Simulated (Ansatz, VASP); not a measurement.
## TaN in VASP and in Ansatz

```
Ta N
1.0
     2.93800    0.00000    0.00000
    -1.46900    2.54438    0.00000
     0.00000    0.00000    2.88300
Ta N
1 1
Direct
  0.33333 0.66667 0.50000
  0.00000 0.00000 0.00000
```

Alike in both runs: task relaxation of cell and atoms; functional PBE; k mesh 10 × 10 × 9; occupations fermi-dirac, width 0.05 eV; no spin polarisation; Hubbard terms Ta d U = 1.0 eV.

|  | VASP | Ansatz |
| --- | --- | --- |
| version | VASP 6.6.1 | Ansatz 0.2.0 |
| potentials or method | VASP PAW PBE potentials, release 64 (Ta_pv, N) | Ansatz PAW |
| plane-wave cutoff (eV) | 600 | 420 |
| valence electrons in the cell | 16 | 18 |

VASP gave:

- gap on the k mesh at the Fermi level, each at its own relaxed structure (eV): none
- relaxed volume (Å³/atom): 11.04
- relaxed cell length with the largest relative difference (Å): 2.908
- energy change over the relaxation (meV/atom): -7

Estimate Ansatz's values.

gap on the k mesh at the Fermi level, each at its own relaxed structure (eV): none; relaxed volume (Å³/atom): 10.95; relaxed cell length with the largest relative difference (Å): 2.899; energy change over the relaxation (meV/atom): -3.

The programs project onto different local orbitals, so the same U acts differently. A gap of «none» marks a metal or a gap that the smearing closes. The two sets of potentials don't hold the same shells in valence.

Caveats: U without spin polarisation on a metal has little footing; the plane-wave basis is chosen anew once the cell has moved, so the energies of steps on either side of that aren't comparable (Ansatz); the pressure holds a Pulay correction of +0.5 GPa for the finite cutoff (Ansatz). The runs have no spin-orbit coupling, so splittings on Ta are missing. Zero-point motion and thermal expansion aren't in these numbers.
